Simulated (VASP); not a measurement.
# Tc (P6_3/mmc) in VASP: notebook

One crystal, Tc, is run at these levels: PBE; tasks: single point.

Everything below comes from runs of VASP 6.6.1. Logs are shortened: lines on timing, memory, paths and dates and some standing lists are left out, and cuts for length are marked.

## (1) Starting point

The structure is hexagonal, space group P6_3/mmc (No. 194). The conventional cell has a = 2.740 Å, b = 2.740 Å, c = 4.398 Å, α = 90.00°, β = 90.00°, γ = 120.00°. Tc (site symmetry -6m2) is surrounded by 12 Tc at 2.71 to 2.74 Å.

## (2) Single point, PBE

INCAR reads:

```
SYSTEM = Tc
PREC     = Accurate       ! precision mode
ENCUT    = 450            ! plane-wave cutoff, eV
EDIFF    = 1E-4           ! SCF threshold, eV
ISMEAR   = 0              ! smearing method
SIGMA    = 0.1            ! smearing width, eV
LREAL    = .False.        ! projectors in reciprocal space
LASPH    = .True.         ! aspherical terms in the spheres
NELM     = 100            ! most SCF steps
ALGO     = Normal         ! electronic algorithm
ISIF     = 2              ! what is computed and relaxed
LWAVE    = .False.        ! write WAVECAR
LCHARG   = .False.        ! write CHGCAR
GGA      = PE             ! functional
ADDGRID  = .False.
```

KPOINTS reads:

```
regular mesh
0
Gamma
  5 5 3
  0 0 0
```

POSCAR reads:

```
Tc
1.0
    2.7400000000      0.0000000000      0.0000000000
   -1.3700000000      2.3729096064      0.0000000000
    0.0000000000      0.0000000000      4.3980000000
Tc
2
Direct
    0.6666666667      0.3333333333      0.7500000000
    0.3333333333      0.6666666667      0.2500000000
```

Potentials or basis: VASP PAW PBE potentials, release 64 (Tc_pv).

On the command line:

```bash
$ cat potpaw_PBE.64/Tc_pv/POTCAR > POTCAR
$ mpirun -np 1 vasp_std > vasp.out
```

OUTCAR:

```text
SYSTEM = Tc
   PREC = Accurate
   ENCUT = 450
   EDIFF = 1E-4
   ISMEAR = 0
   LREAL = .False.
   LASPH = .True.
   NELM = 100
   ISIF = 2
   GGA = PE

 Found     10 irreducible k-points:

 Following reciprocal coordinates:
            Coordinates               Weight
  0.000000  0.000000  0.000000      1.000000
  0.200000 -0.000000  0.000000      6.000000
  0.400000 -0.000000  0.000000      6.000000
  0.200000  0.200000  0.000000      6.000000
  0.400000  0.200000  0.000000      6.000000
  0.000000  0.000000  0.333333      2.000000
   k-points           NKPTS =     10   k-points in BZ     NKDIM =     10   number of bands    NBANDS=     17
   number of dos      NEDOS =    301   number of ions     NIONS =      2
   total plane-waves  NPLWV =  12000
   dimension x,y,z NGX =    20 NGY =   20 NGZ =   30
   dimension x,y,z NGXF=    40 NGYF=   40 NGZF=   60
   ions per type =               2
   NGX,Y,Z   is equivalent  to a cutoff of  12.13, 12.13, 11.34 a.u.
   NGXF,Y,Z  is equivalent  to a cutoff of  24.27, 24.27, 22.68 a.u.
 SYSTEM =  Tc
   PREC   = accura    normal or accurate (medium, high low for compatibility)
   ISTART =      0    job   : 0-new  1-cont  2-samecut
   ICHARG =      2    charge: 1-file 2-atom 10-const
   ISPIN  =      1    spin polarized calculation?
   LNONCOLLINEAR =      F non collinear calculations
   LSORBIT =      F    spin-orbit coupling
   LASPH  =      T    aspherical Exc in radial PAW
   ENCUT  =  450.0 eV  33.07 Ry    5.75 a.u.   4.74  4.74  7.61*2*pi/ulx,y,z
   NELM   =    100;   NELMIN=  2; NELMDL= -5     # of ELM steps
   EDIFF  = 0.1E-03   stopping-criterion for ELM
   LREAL  =      F    real-space projection
   EDIFFG = 0.1E-02   stopping-criterion for IOM
   NSW    =      0    number of steps for IOM
   IBRION =     -1    ionic relax: 0-MD 1-quasi-New 2-CG
   NFREE  =      0    steps in history (QN), initial steepest desc. (CG)
   ISIF   =      2    stress and relaxation
   ISYM   =      2    0-nonsym 1-usesym 2-fastsym
   POTIM  = 0.5000    time-step for ionic-motion
   TEBEG  =    0.0;   TEEND  =   0.0 temperature during run
   PSTRESS=    0.0 pullay stress
   NELECT =      26.0000    total number of electrons
   NUPDOWN=      -1.0000    fix difference up-down
   EMIN   =  10.00;   EMAX   =-10.00  energy-range for DOS
   EFERMI =   0.00;   METHOD = LEGACY
   ISMEAR =     0;   SIGMA  =   0.10  broadening in eV -4-tet -1-fermi 0-gaus
   EFERMI_NEDOS =   21; number of points for ismear=-14 and -15
   IALGO  =     38    algorithm
   IMIX   =      4    mixing-type and parameters
     AMIX     =   0.40;   BMIX     =  1.00
     AMIX_MAG =   1.60;   BMIX_MAG =  1.00
  volume/ion in A,a.u.               =      14.30        96.48
  Fermi-wavevector in a.u.,A,eV,Ry     =   1.586002  2.997108 34.224109  2.515401
  Thomas-Fermi vector in A             =   2.685380
   LORBIT       =      0    0 simple, 1 ext, 2 COOP (PROOUT), +10 PAW based schemes
   GGA     = PE    functional components
   LHFCALC =     F    Hartree Fock is set to
   AEXX    =    0.0000 exact exchange contribution
   IVDW    =     0    specifies the selected vdW correction
   LEPSILON=     F    determine dielectric tensor
   LRPA    =     F    only Hartree local field effects (RPA)
 non-spin polarized calculation
 Gauss-broadening in eV      SIGMA  =   0.10
  energy-cutoff  :      450.00
  volume of cell :       28.59
 maximum number of plane-waves:       627
 NGX is ok and might be reduce to    20
   NGX =  9   NGY =  9   NGZ = 15

 number of electron      25.9999997 magnetization

 Free energy of the ion-electron system (eV)
  ---------------------------------------------------
  ext. energy  EPLUGINS =         0.00000000
  ---------------------------------------------------
  free energy    TOTEN  =       -20.82777385 eV

  energy without entropy =      -20.82107432  energy(sigma->0) =      -20.82442408

 E-fermi :  12.5215     XC(G=0): -13.8038

 val. band max:       12.5080014464   @ k =   0.2000  -0.0000   0.0000
 cond. band min:      12.5482860705   @ k =   0.0000   0.0000   0.0000
 fundamental gap:      0.0402846241
 Fermi energy:        12.5215441320

 k-point     1 :       0.0000    0.0000    0.0000
  band No.  band energies     occupation
      1     -26.7806      2.00000
      2     -25.6869      2.00000
      3     -25.6869      2.00000
      4     -25.5022      2.00000
      5     -25.5022      2.00000
      6     -25.4512      2.00000
[... 9 lines left out ...]
     16      14.3361      0.00000
     17      15.1984      0.00000

 k-point     2 :       0.2000   -0.0000    0.0000
  band No.  band energies     occupation
      1     -26.6276      2.00000
      2     -26.0169      2.00000
      3     -25.8345      2.00000
      4     -25.7906      2.00000
      5     -25.5512      2.00000
      6     -25.5204      2.00000
[... 9 lines left out ...]
     16      12.9616      0.00000
     17      15.6253      0.00000

 k-point     3 :       0.4000   -0.0000    0.0000
  band No.  band energies     occupation
      1     -26.5436      2.00000
      2     -26.3319      2.00000
      3     -26.2951      2.00000
      4     -25.9451      2.00000
      5     -25.7146      2.00000
      6     -25.6396      2.00000
[... 9 lines left out ...]
     16      15.9368      0.00000
     17      15.9488      0.00000

 k-point     4 :       0.2000    0.2000    0.0000
  band No.  band energies     occupation
      1     -26.3760      2.00000
      2     -26.2987      2.00000
      3     -26.2752      2.00000
      4     -25.9216      2.00000
      5     -25.7387      2.00000
      6     -25.6602      2.00000
[... 9 lines left out ...]
     16      15.5995      0.00000
     17      15.8622      0.00000

 k-point     5 :       0.4000    0.2000    0.0000
  band No.  band energies     occupation
      1     -26.5330      2.00000
      2     -26.3198      2.00000
      3     -26.1447      2.00000
      4     -26.1166      2.00000
      5     -25.8692      2.00000
      6     -25.8497      2.00000
[... 9 lines left out ...]
     16      15.5296      0.00000
     17      19.1348      0.00000

 k-point     6 :       0.0000    0.0000    0.3333
  band No.  band energies     occupation
      1     -26.4649      2.00000
      2     -25.8007      2.00000
      3     -25.6413      2.00000
      4     -25.6413      2.00000
      5     -25.5489      2.00000
      6     -25.5489      2.00000
[... 9 lines left out ...]
     16      13.7238      0.00000
     17      15.0507      0.00000

 [... further k-points ...]
[... 5 lines left out ...]
  --------------------------------------------------------------------------------------
  -------------------------------------------------------------------------------------
  Total        0.1060120      0.1060120     -0.3217597      0.0000000      0.0000000      0.0000000
  in kB        5.9398939      5.9398939    -18.0283172      0.0000000      0.0000000      0.0000000
  external PRESSURE =      -2.0495098 kB  Pullay stress =       0.0000000 kB

 VOLUME and BASIS-vectors are now :
 -----------------------------------------------------------------------------
  energy-cutoff  :      450.00
  volume of cell :       28.59
      direct lattice vectors                 reciprocal lattice vectors
     2.740000000  0.000000000  0.000000000     0.364963504  0.210711777  0.000000000
    -1.370000000  2.372909606  0.000000000     0.000000000  0.421423554  0.000000000
     0.000000000  0.000000000  4.398000000     0.000000000  0.000000000  0.227376080

 POSITION                                       TOTAL-FORCE (eV/Angst)
 -----------------------------------------------------------------------------------
      1.37000      0.79097      3.29850         0.000000      0.000000      0.000000
     -0.00000      1.58194      1.09950        -0.000000     -0.000000      0.000000
 -----------------------------------------------------------------------------------
    total drift:                               -0.000000      0.000000     -0.000000

  FREE ENERGIE OF THE ION-ELECTRON SYSTEM (eV)
  ---------------------------------------------------
  free  energy   TOTEN  =       -20.8277738498 eV

  energy  without entropy=      -20.8210743201  energy(sigma->0) =      -20.82442408
```

OSZICAR:

```text
N       E                     dE             d eps       ncg     rms          rms(c)
DAV:   1     0.289831273054E+03    0.28983E+03   -0.15380E+04   348   0.142E+03
DAV:   2    -0.151428284125E+02   -0.30497E+03   -0.30177E+03   363   0.435E+02
DAV:   3    -0.221911180714E+02   -0.70483E+01   -0.68780E+01   402   0.761E+01
DAV:   4    -0.222497815503E+02   -0.58663E-01   -0.58593E-01   393   0.704E+00
DAV:   5    -0.222501606964E+02   -0.37915E-03   -0.37914E-03   360   0.579E-01    0.236E+01
DAV:   6    -0.209993628756E+02    0.12508E+01   -0.29633E+00   365   0.172E+01    0.748E+00
DAV:   7    -0.208377042678E+02    0.16166E+00   -0.61897E-01   374   0.717E+00    0.814E-01
DAV:   8    -0.208277443323E+02    0.99599E-02   -0.91554E-03   343   0.102E+00    0.170E-01
DAV:   9    -0.208277738498E+02   -0.29518E-04   -0.38524E-04   364   0.175E-01
   1 F= -.20827774E+02 E0= -.20824424E+02  d E =-.669953E-02
```

Run time: 6.9 s. Hardware: 1 thread of AMD EPYC 7R43 (Zen 3), shared host; peak memory 0.1 GiB.

These settings aren't checked as converged: the numbers below hold their error.

Results:

```
Free energy            : -20.8278 eV
Pressure               : -0.2 GPa
Band gap on the k mesh : none (metal or under the smearing width)
```

Caveat: the k mesh is coarse (spacing up to 0.53 Å⁻¹), so the values aren't converged.

## (3) Single point, PBE

Edit INCAR of step 2 so:

```diff
@@ -3,3 +3,3 @@
 ENCUT    = 450            ! plane-wave cutoff, eV
-EDIFF    = 1E-4           ! SCF threshold, eV
+EDIFF    = 1E-5           ! SCF threshold, eV
 ISMEAR   = 0              ! smearing method
```

KPOINTS is that of step 2.

POSCAR is that of step 2.

Potentials or basis: VASP PAW PBE potentials, release 64 (Tc_pv).

On the command line:

```bash
$ cat potpaw_PBE.64/Tc_pv/POTCAR > POTCAR
$ mpirun -np 1 vasp_std > vasp.out
```

Run time: 8.5 s. Hardware: 1 thread of AMD EPYC 7R43 (Zen 3), shared host; peak memory 0.09 GiB.

These settings aren't checked as converged: the numbers below hold their error.

What came out:

```
Free energy            : -20.8278 eV
Pressure               : 0.4 GPa
Band gap on the k mesh : none (metal or under the smearing width)
```

Caveat: the k mesh is coarse (spacing up to 0.53 Å⁻¹), so the values aren't converged.

## (4) For comparison

An earlier run on the cell as given: functional PBE; potentials or basis VASP PAW PBE potentials, release 64 (Tc_pv); cutoff 520 eV; k mesh 11 × 11 × 6; occupations fermi-dirac, width 0.05 eV; no spin polarisation.

* Pressure: 2.3 GPa
* Band gap on the k mesh: none (metal or under the smearing width)
